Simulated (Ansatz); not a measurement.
# P vacancy in InP

Level of theory: DFT PBE, scalar-relativistic, plane waves, PAW in Ansatz 0.2.0. Run with 420 eV cutoff, 2×2×2 k-mesh, shifted by half a step, Gaussian smearing of 0.02 eV, collinear spin in charge 0, +2 alone.

Host crystal, relaxed:

```
In P
1.0
     0.00000    2.97989    2.97989
     2.97989    0.00000    2.97989
     2.97989    2.97989    0.00000
In P
1 1
Direct
  0.00000 0.00000 0.00000
  0.25000 0.25000 0.25000
```

Supercell of 32 atoms, rows in host cell vectors: 3 -1 -1; -1 3 -1; -1 -1 3. Atoms relax at the host's cell, keeping the symmetry that the supercell leaves at the site. The cell is small, so energies carry finite-size errors of tenths of an eV. The host's Kohn–Sham gap is 0.44 eV. Atoms are taken from and returned to the elements' standard states. Charged cells are corrected for image charges with the computed static dielectric tensor (mean 15.1) and aligned with the host's potential at far atoms (alignment terms reach 1.19 eV; the program doubts the alignment in some charges, where it is up to 1.19 eV). No band-filling term is added, and the Fermi level counts from the host's valence band top.

Defect: P vacancy at (0.250, 0.250, 0.250) of the host cell.

(1) What is the formation energy of the neutral defect?

(2) Does the neutral defect carry a moment, and how do its surroundings relax?

(3) Charges +3, +2, +1, 0, -1 were computed. Which is stable where in the gap?

Results:

(1) 2.66 eV.

(2) It changes the cell's moment by 0.50 μB (a fraction, from partly filled bands). The nearest neighbours before are 4 In at 2.58 Å; after relaxation the atoms near the site are 4 In at 2.38 Å; the largest move is 0.21 Å.

(3) Among the charges computed the stable one is +3 at the valence band top, changing to +1 at 0.10 eV. In charge 0, -1 the extra carrier would gain by moving to a band edge of the host, so it isn't bound in the gap, though by less than the errors named above. In charge +2, 0, -1 the cell has partly filled bands: a level of the defect may be part filled, the carrier may sit in the host's bands, or levels may cross between the k points, so transitions that involve it are doubtful. Without the alignment that the program doubts, the level (+3/+2) would lie at -0.20 eV, outside the gap, so these runs don't decide whether the defect changes charge there. Without the alignment that the program doubts, the level (+1/0) would lie at 0.36 eV, inside the gap, so these runs don't decide whether the defect changes charge there. Levels between neighbouring charges: (+3/+2) 0.22 eV, (+2/+1) -0.02 eV, (+1/0) 0.68 eV, (0/-1) 0.91 eV.